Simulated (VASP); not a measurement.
A VASP 6.6.1 single-point calculation on RbBr

INCAR

```
LASPH = .TRUE.
EDIFF = 1E-7
ISMEAR = -1
ISIF = 2
NELM = 64
GGA = PE
IBRION = -1
LWAVE = .FALSE.
LCHARG = .FALSE.
SIGMA = 0.02
ENCUT = 520
LREAL = .FALSE.
NSW = 0
PREC = Accurate
NBANDS = 15
```

KPOINTS

```
KPOINTS created by Atomic Simulation Environment
0
Monkhorst-Pack
6 6 6
0 0 0
```

POSCAR

```
Rb Br
 1.0000000000000000
     3.9884027084999998    0.0000000000000000    0.0000000000000000
     0.0000000000000000    3.9884027084999998    0.0000000000000000
     0.0000000000000000    0.0000000000000000    3.9884027084999998
 Rb  Br
   1   1
Cartesian
  0.0000000000000000  0.0000000000000000  0.0000000000000000
  1.9942013542499999  1.9942013542499999  1.9942013542499999
```

The recommended PBE PAW datasets give the neutral cell 16 valence electrons.

Command

```
mpirun -np 1 vasp_std
```

**Question.** How does this run end, and what does it give?

**Answer.** It converged. Results: gap between bands v and c on the k mesh 5.20 eV; least direct gap on the k mesh 5.29 eV; pressure 3.2 GPa. Band v is the last that the valence electrons fill when counted band by band, and c is the next.

OSZICAR

```
N       E                     dE             d eps       ncg     rms          rms(c)
DAV:   1     0.810588192701E+02    0.81059E+02   -0.70714E+03   300   0.956E+02
DAV:   2    -0.102185251749E+01   -0.82081E+02   -0.75521E+02   406   0.165E+02
DAV:   3    -0.600872745138E+01   -0.49869E+01   -0.49633E+01   405   0.427E+01
DAV:   4    -0.612978454604E+01   -0.12106E+00   -0.12105E+00   422   0.628E+00
DAV:   5    -0.613035308438E+01   -0.56854E-03   -0.56853E-03   419   0.458E-01    0.317E+00
DAV:   6    -0.594293813914E+01    0.18741E+00   -0.16253E-01   377   0.233E+00    0.218E+00
DAV:   7    -0.591295536257E+01    0.29983E-01   -0.10158E-01   391   0.190E+00    0.102E+00
DAV:   8    -0.591563779256E+01   -0.26824E-02   -0.12000E-02   344   0.675E-01    0.133E-01
DAV:   9    -0.591553326285E+01    0.10453E-03   -0.34432E-04   419   0.110E-01    0.585E-02
DAV:  10    -0.591563591973E+01   -0.10266E-03   -0.21627E-04   328   0.936E-02    0.992E-03
DAV:  11    -0.591563768735E+01   -0.17676E-05   -0.67466E-06   377   0.176E-02    0.608E-03
DAV:  12    -0.591563908468E+01   -0.13973E-05   -0.25764E-06   335   0.128E-02    0.125E-03
DAV:  13    -0.591563909901E+01   -0.14329E-07   -0.13322E-07   378   0.263E-03
   1 F= -.59156391E+01 E0= -.59156391E+01  d E =-.770534E-12
```

Standard output (part)

```
POSCAR found type information on POSCAR RbBr
 POSCAR found :  2 types and       2 ions
 LDA part: xc-table for (Slater+PW92), standard interpolation
 POSCAR, INCAR and KPOINTS ok, starting setup
 WAVECAR not read
 entering main loop
```

The shifted mesh misses Γ, so a band edge there is missed.

For comparison, a separate PBE run of the intended cell, on usual settings and not on those above, gives a gap of 4.46 eV on its mesh and a pressure of 3.2 GPa.
